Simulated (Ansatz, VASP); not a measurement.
## Two plane-wave programs on InAs

```
CELL_PARAMETERS angstrom
0.00000 2.87602 2.87602
2.87602 0.00000 2.87602
2.87602 2.87602 0.00000
ATOMIC_POSITIONS crystal
In 0.00000 0.00000 0.00000
As 0.50000 0.50000 0.50000
```

Alike in both runs: functional PBE; k mesh 13 × 13 × 13; occupations fermi-dirac, width 0.1 eV; no spin polarisation.

Ansatz relaxed the structure, and its values are those at the end. VASP's run is a single point on that final structure, the one shown.

|  | VASP | Ansatz |
| --- | --- | --- |
| version | VASP 6.6.1 | Ansatz 0.2.0 |
| potentials or method | VASP PAW PBE potentials, release 64 (In_d, As) | PAW with Ansatz's default frozen-core files, scalar-relativistic |
| plane-wave cutoff (eV) | 520 | 420 |
| valence electrons in the cell | 18 | 28 |

```csv
,VASP,Ansatz,Ansatz less VASP
pressure (GPa),0.1,0.0,-0.06
```

The two sets of potentials don't hold the same shells in valence.
